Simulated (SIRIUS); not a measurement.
# Bi (R-3m) in SIRIUS: notebook

One crystal, Bi, is run at these levels: PBEsol; tasks: equation of state.

All numbers are computed with SIRIUS 7.12.0; they aren't measurements. Logs are shortened: lines on timing, memory, paths and dates and some standing lists are left out, and cuts for length are marked. The log counts tension as positive stress, the text compression.

**1. The crystal as given**

Symmetry: R-3m, No. 166, trigonal system. The conventional cell has a = 4.535 Å, b = 4.535 Å, c = 11.814 Å, α = 90.00°, β = 90.00°, γ = 120.00°. Bi (site symmetry 3m) is surrounded by 6 Bi at 3.06 to 3.52 Å.

**2. Equation of state, PBEsol, 32.97 Å³/atom (volume scaled by 0.94)**

sirius.json

```json
{
  "control": {
    "processing_unit": "cpu",
    "std_evp_solver_name": "lapack",
    "gen_evp_solver_name": "lapack",
    "verbosity": 2,
    "print_forces": false,
    "ortho_rf": true,
    "use_second_variation": true,
    "rmt_max": 3.0,
    "num_bands_to_print": 24,
    "save_wf": true
  },
  "parameters": {
    "electronic_structure_method": "full_potential_lapwlo",
    "xc_functionals": ["XC_GGA_X_PBE_SOL", "XC_GGA_C_PBE_SOL"],
    "core_relativity": "dirac",
    "valence_relativity": "iora",
    "num_fv_states": 42,
    "smearing": "fermi_dirac",
    "smearing_width": 0.0018374661,
    "pw_cutoff": 20,
    "gk_cutoff": 3.4,
    "lmax_apw": 11,
    "lmax_rho": 8,
    "lmax_pot": 8,
    "num_mag_dims": 0,
    "auto_rmt": 0,
    "ngridk": [7, 7, 7],
    "shiftk": [0, 0, 0],
    "num_dft_iter": 80,
    "energy_tol": 1e-07,
    "density_tol": 1e-05,
    "use_symmetry": true
  },
  "settings": {"tol_ne": 1e-10},
  "iterative_solver": {"type": "exact"},
  "mixer": {"type": "anderson", "beta": 0.5, "max_history": 8},
  "unit_cell": {
    "lattice_vectors": [
      [4.1974814027, 2.4234170177, 7.2898265772],
      [-4.1974814027, 2.4234170177, 7.2898265772],
      [0.0, -4.8468340357, 7.2898265772]
    ],
    "atom_types": ["Bi"],
    "atom_files": {"Bi": "Bi.json"},
    "atoms": {"Bi": [[0.766, 0.766, 0.766], [0.234, 0.234, 0.234]]}
  }
}
```

Bi.json

```json
{
  "name": "bismuth",
  "symbol": "Bi",
  "number": 83,
  "mass": 208.9804,
  "rmin": 1e-06,
  "rmt": 2.65,
  "nrmt": 800,
  "rinf": 15.61,
  "core": "1s2s2p3s3p3d4s4p4d5s",
  "valence": [
    {"basis": [{"enu": 0.0, "dme": 0, "n": 0, "auto": 0}, {"enu": 0.0, "dme": 1, "n": 0, "auto": 0}]},
    {"l": 0, "n": 1, "basis": [{"enu": -0.0324, "dme": 0, "n": 0, "auto": 0}]},
    {"l": 1, "n": 2, "basis": [{"enu": 0.1, "dme": 0, "n": 0, "auto": 0}]},
    {"l": 2, "n": 3, "basis": [{"enu": 0.1, "dme": 0, "n": 0, "auto": 0}]},
    {"l": 3, "n": 4, "basis": [{"enu": 0.1, "dme": 0, "n": 0, "auto": 0}]},
    {"l": 4, "n": 5, "basis": [{"enu": 0.1, "dme": 0, "n": 0, "auto": 0}]}
  ],
  "lo": [
    {
      "l": 0,
      "basis": [{"enu": -0.0324, "dme": 0, "n": 0, "auto": 0}, {"enu": -0.0324, "dme": 1, "n": 0, "auto": 0}]
    },
    {
      "l": 0,
      "basis": [{"enu": -0.0324, "dme": 1, "n": 0, "auto": 0}, {"enu": -0.0324, "dme": 2, "n": 0, "auto": 0}]
    },
    {
      "l": 0,
      "basis": [{"enu": -0.0324, "dme": 0, "n": 0, "auto": 0}, {"enu": 1.6764, "dme": 0, "n": 0, "auto": 0}]
    },
    {"l": 1, "basis": [{"enu": 0.1, "dme": 0, "n": 0, "auto": 0}, {"enu": 0.1, "dme": 1, "n": 0, "auto": 0}]},
    {
      "l": 1,
      "basis": [{"enu": -3.2423, "dme": 0, "n": 5, "auto": 1}, {"enu": -3.2423, "dme": 1, "n": 5, "auto": 1}]
    },
    {"l": 1, "basis": [{"enu": -3.2423, "dme": 1, "n": 5, "auto": 1}, {"enu": 0.1, "dme": 0, "n": 0, "auto": 0}]},
    {"l": 1, "basis": [{"enu": 0.1, "dme": 0, "n": 0, "auto": 0}, {"enu": 2.7201, "dme": 0, "n": 0, "auto": 0}]},
    {"l": 2, "basis": [{"enu": 0.1, "dme": 0, "n": 0, "auto": 0}, {"enu": 0.1, "dme": 1, "n": 0, "auto": 0}]},
    {
      "l": 2,
      "basis": [{"enu": -0.7265, "dme": 0, "n": 5, "auto": 1}, {"enu": -0.7265, "dme": 1, "n": 5, "auto": 1}]
    },
    {"l": 2, "basis": [{"enu": -0.7265, "dme": 1, "n": 5, "auto": 1}, {"enu": 0.1, "dme": 0, "n": 0, "auto": 0}]},
    {"l": 2, "basis": [{"enu": 0.1, "dme": 0, "n": 0, "auto": 0}, {"enu": 3.0619, "dme": 0, "n": 0, "auto": 0}]},
    {"l": 3, "basis": [{"enu": 0.1, "dme": 0, "n": 0, "auto": 0}, {"enu": 0.1, "dme": 1, "n": 0, "auto": 0}]},
    {
      "l": 3,
      "basis": [{"enu": -5.3629, "dme": 0, "n": 4, "auto": 1}, {"enu": -5.3629, "dme": 1, "n": 4, "auto": 1}]
    },
    {"l": 3, "basis": [{"enu": -5.3629, "dme": 1, "n": 4, "auto": 1}, {"enu": 0.1, "dme": 0, "n": 0, "auto": 0}]},
    {"l": 3, "basis": [{"enu": 0.1, "dme": 0, "n": 0, "auto": 0}, {"enu": 3.4037, "dme": 0, "n": 0, "auto": 0}]},
    {"l": 4, "basis": [{"enu": 0.1, "dme": 0, "n": 0, "auto": 0}, {"enu": 0.1, "dme": 1, "n": 0, "auto": 0}]},
    {"l": 4, "basis": [{"enu": 0.1, "dme": 0, "n": 0, "auto": 0}, {"enu": 2.8341, "dme": 0, "n": 0, "auto": 0}]}
  ],
  "free_atom": [... radial grid and density of the free atom, the start of the SCF ...]
}
```

sirius_start.json

```json
{
  "control": {
    "processing_unit": "cpu",
    "std_evp_solver_name": "lapack",
    "gen_evp_solver_name": "lapack",
    "verbosity": 1,
    "print_forces": false,
    "ortho_rf": true,
    "use_second_variation": true,
    "rmt_max": 3.0,
    "num_bands_to_print": 24,
    "save_wf": false
  },
  "parameters": {
    "electronic_structure_method": "full_potential_lapwlo",
    "xc_functionals": ["XC_LDA_X", "XC_LDA_C_PW"],
    "core_relativity": "dirac",
    "valence_relativity": "iora",
    "num_fv_states": 42,
    "smearing": "fermi_dirac",
    "smearing_width": 0.0055123983,
    "pw_cutoff": 20,
    "gk_cutoff": 2.72,
    "lmax_apw": 11,
    "lmax_rho": 8,
    "lmax_pot": 8,
    "num_mag_dims": 0,
    "auto_rmt": 0,
    "ngridk": [3, 3, 3],
    "shiftk": [0, 0, 0],
    "num_dft_iter": 30,
    "energy_tol": 0.01,
    "density_tol": 0.05,
    "use_symmetry": true
  },
  "settings": {"tol_ne": 1e-10},
  "iterative_solver": {"type": "exact"},
  "mixer": {"type": "anderson", "beta": 0.5, "max_history": 8},
  "unit_cell": {
    "lattice_vectors": [
      [4.1974814027, 2.4234170177, 7.2898265772],
      [-4.1974814027, 2.4234170177, 7.2898265772],
      [0.0, -4.8468340357, 7.2898265772]
    ],
    "atom_types": ["Bi"],
    "atom_files": {"Bi": "Bi.json"},
    "atoms": {"Bi": [[0.766, 0.766, 0.766], [0.234, 0.234, 0.234]]}
  }
}
```

Potentials or basis: all-electron FP-LAPW, apw+lo standard.

Run with:

```sh
OMP_NUM_THREADS=1 sirius.scf --input=sirius_start.json --output=start.json
OMP_NUM_THREADS=1 sirius.scf --input=sirius.json --output=output.json --task=1
```

What it wrote:

```text
[info] SIRIUS version : 7.12.0
[info] number of MPI ranks           : 1
[info] MPI grid                      : 1 1
[info] maximum number of OMP threads : 1
[fft] FFT context for density and potential
[fft] =====================================
[fft]   plane wave cutoff                     : 20
[fft]   grid size                             : 60 60 60   total : 216000
[fft]   grid limits                           : -29 30   -29 30   -29 30
[fft]   number of G-vectors within the cutoff : 60155
[fft]   number of G-shells                    : 5450
[fft] FFT context for coarse grid
[fft] =====================================
[fft]   plane wave cutoff                     : 6.8
[fft]   grid size                             : 24 24 24   total : 13824
[fft]   grid limits                           : -11 12   -11 12   -11 12
[fft]   number of G-vectors within the cutoff : 2355
[fft]   number of G-shells                    : 250
[unit cell] lattice vectors
[unit cell]   a1 :       4.1974814027      2.4234170177      7.2898265772
[unit cell]   a2 :      -4.1974814027      2.4234170177      7.2898265772
[unit cell]   a3 :       0.0000000000     -4.8468340357      7.2898265772
[unit cell] reciprocal lattice vectors
[unit cell]   b1 :       0.7484470691      0.4321161168      0.2873038309
[unit cell]   b2 :      -0.7484470691      0.4321161168      0.2873038309
[unit cell]   b3 :      -0.0000000000     -0.8642322337      0.2873038309
[unit cell] unit cell volume :       444.92353694 [a.u.^3]
[unit cell] 1/sqrt(omega)    :         0.04740862
[unit cell] MT volume        :       155.90362983 (35.04%)
[unit cell] IT volume        :       289.01990711 (64.96%)
[unit cell] number of atom types : 1
[unit cell] type id : 0 symbol : Bi mt_radius :   2.650000 num_atoms : 2
[unit cell] total number of atoms : 2
[unit cell] number of symmetry classes : 1
[unit cell] atom id  type id  class id             position                      vector_field
[unit cell] ------------------------------------------------------------------------------------------
[unit cell]      0        0        0      0.76600   0.76600   0.76600      0.00000   0.00000   0.00000
[unit cell]      1        0        0      0.23400   0.23400   0.23400      0.00000   0.00000   0.00000
[unit cell] atom id         position (Cartesian, a.u.)
[unit cell] ---------------------------------------------
[unit cell]      0      -0.000000   -0.000000   16.752021
[unit cell]      1       0.000000   -0.000000    5.117458
[unit cell] class id : 0 atom id : 0 1
[unit cell] minimum bond length:     5.671451
[sym] space group number   : 166
[... 311 lines left out ...]
[diagonalize] ik:    2   -5.228631   -5.228631   -5.228624   -5.228624   -5.228592   -5.228592   -5.228592   -5.228592   -5.228579   -5.228579   -5.228579   -5.228579   -5.228577   -5.228577   -3.133528   -3.133515   -3.133416   -3.133318   -3.133281   -3.133226   -0.623001   -0.622199   -0.617599   -0.616625
[diagonalize] ik:    3   -5.228631   -5.228631   -5.228624   -5.228624   -5.228592   -5.228592   -5.228592   -5.228592   -5.228579   -5.228579   -5.228579   -5.228579   -5.228577   -5.228577   -3.133526   -3.133502   -3.133436   -3.133319   -3.133260   -3.133239   -0.621217   -0.618929   -0.616990   -0.615132
[diagonalize] ik:    4   -5.228631   -5.228631   -5.228624   -5.228624   -5.228592   -5.228592   -5.228592   -5.228592   -5.228579   -5.228579   -5.228579   -5.228579   -5.228577   -5.228577   -3.133532   -3.133523   -3.133392   -3.133314   -3.133306   -3.133218   -0.625253   -0.623679   -0.618535   -0.617759
[diagonalize] ...
[diagonalize] ik:   39   -5.228631   -5.228631   -5.228624   -5.228624   -5.228592   -5.228592   -5.228592   -5.228592   -5.228579   -5.228579   -5.228579   -5.228579   -5.228577   -5.228577   -3.133529   -3.133519   -3.133415   -3.133319   -3.133269   -3.133231   -0.622519   -0.620668   -0.617291   -0.616549
[diagonalize] ik:   40   -5.228631   -5.228631   -5.228624   -5.228624   -5.228592   -5.228592   -5.228592   -5.228592   -5.228579   -5.228579   -5.228579   -5.228579   -5.228577   -5.228577   -3.133537   -3.133517   -3.133442   -3.133313   -3.133246   -3.133230   -0.622721   -0.620183   -0.617408   -0.616138
[diagonalize] ik:   41   -5.228631   -5.228631   -5.228624   -5.228624   -5.228592   -5.228592   -5.228592   -5.228592   -5.228579   -5.228579   -5.228579   -5.228579   -5.228577   -5.228577   -3.133531   -3.133521   -3.133426   -3.133316   -3.133260   -3.133230   -0.622701   -0.620529   -0.617799   -0.615723
[diagonalize] ik:   42   -5.228631   -5.228631   -5.228624   -5.228624   -5.228592   -5.228592   -5.228592   -5.228592   -5.228579   -5.228579   -5.228579   -5.228579   -5.228577   -5.228577   -3.133516   -3.133516   -3.133352   -3.133330   -3.133330   -3.133238   -0.621503   -0.621503   -0.616978   -0.616978
[diagonalize] ik:   43   -5.228631   -5.228631   -5.228624   -5.228624   -5.228592   -5.228592   -5.228592   -5.228592   -5.228579   -5.228579   -5.228579   -5.228579   -5.228577   -5.228577   -3.133519   -3.133519   -3.133387   -3.133327   -3.133295   -3.133236   -0.621394   -0.621385   -0.616974   -0.616659
[generate_core_charge_density] atom class : 0
[generate_core_charge_density]   n,l,k : 1 0 1  energy :       -3325.25712463
[generate_core_charge_density]   n,l,k : 2 0 1  energy :        -596.66184383
[generate_core_charge_density]   n,l,k : 2 1 1  energy :        -573.21988237
[generate_core_charge_density]   n,l,k : 2 1 2  energy :        -487.99395193
[generate_core_charge_density]   n,l,k : 3 0 1  energy :        -143.73709526
[generate_core_charge_density]   n,l,k : 3 1 1  energy :        -133.15708635
[generate_core_charge_density]   n,l,k : 3 1 2  energy :        -114.07419118
[generate_core_charge_density]   n,l,k : 3 2 2  energy :         -96.75893839
[generate_core_charge_density]   n,l,k : 3 2 3  energy :         -92.71283677
[generate_core_charge_density]   n,l,k : 4 0 1  energy :         -32.69828992
[generate_core_charge_density]   n,l,k : 4 1 1  energy :         -28.10112942
[generate_core_charge_density]   n,l,k : 4 1 2  energy :         -23.39383165
[generate_core_charge_density]   n,l,k : 4 2 2  energy :         -15.92326195
[generate_core_charge_density]   n,l,k : 4 2 3  energy :         -15.04464730
[generate_core_charge_density]   n,l,k : 5 0 1  energy :          -5.40978205
[find] Total energy                   :  -43150.76369634 (Ha),  -86301.52739267 (Ry)
[find] iteration : 1, RMS (target) : 3.0471e-01 (1.0000e-05) , energy difference (target) : -2.7969e-05 (1.0000e-07)
[... 19 lines left out ...]
[find] valence_eval_sum               :    -195.83391389
[find] core_eval_sum                  :  -26550.49697867
[find] kinetic energy                 :   50460.82165138
[find] enuc                           :  -54739.83157841
[find] <rho|V^{XC}>                   :   -1035.25045804
[find] <rho|E^{XC}>                   :    -785.80284449
[find] <mag|B^{XC}>                   :       0.00000000
[find] <rho|V^{H}>                    :  -76171.90208591
[find] smearing (-TS)                 :      -0.00004586
[find] SCF correction                 :       0.00015056
[find] Total energy                   :  -43150.76366390 (Ha),  -86301.52732781 (Ry)
[find] Free energy (E-TS)             :  -43150.76370976 (Ha),  -86301.52741953 (Ry)
[find] band gap (eV)                  :       0.29299522
[find] Efermi                         :       0.22178964
[find] iteration : 6, RMS (target) : 3.2412e-06 (1.0000e-05) , energy difference (target) : -7.0941e-09 (1.0000e-07)
[find] converged after 7 SCF iterations!
Warning in function "check_num_electrons" at src/density/density.cpp:1179
wrong number of electrons
  obtained value : 166
  target value : 166
  difference : 5.41402e-05
  total core leakage : 4.76985e-05
    atom class : 0, core leakage : 2.38492e-05
[find] Charges and magnetic moments
[find] --------------------------------------------------------------------------------
[find] atom      charge    core leakage
[find] --------------------------------------------------------------------------------
[find]    0   80.882156    2.384924e-05
[find]    1   80.882156    2.384924e-05
[find] total core leakage    : 4.76984817e-05
[find] interstitial charge   : 4.235634
[find] total charge          : 165.999946
[find] Energy
[find] --------------------------------------------------------------------------------
[find] valence_eval_sum               :    -195.83391389
[find] core_eval_sum                  :  -26550.49697867
[find] kinetic energy                 :   50460.82165138
[find] enuc                           :  -54739.83157841
[find] <rho|V^{XC}>                   :   -1035.25045804
[find] <rho|E^{XC}>                   :    -785.80284449
[find] <mag|B^{XC}>                   :       0.00000000
[find] <rho|V^{H}>                    :  -76171.90208591
[find] smearing (-TS)                 :      -0.00004586
[find] SCF correction                 :       0.00015056
[find] Total energy                   :  -43150.76366390 (Ha),  -86301.52732781 (Ry)
[find] Free energy (E-TS)             :  -43150.76370976 (Ha),  -86301.52741953 (Ry)
[find] band gap (eV)                  :       0.29299522
[find] Efermi                         :       0.22178964
```

It took 1.9 min on 1 thread of Arm Neoverse V1, shared host; peak memory 0.64 GiB.

What came out:

* Free energy: -1174192.0981 eV
* Band gap on the k mesh: 0.29 eV, indirect (least direct gap 0.56 eV)
* All electrons inside the program's atomic spheres: Bi 80.88 (radii Bi 2.65 bohr)

Caveat: spin-orbit coupling is left out, which as a rule narrows the gap of such compounds by several tenths of an eV; an odd mesh through Γ misses points on the zone boundary, where band edges often lie.

[end of part 1 of 3]
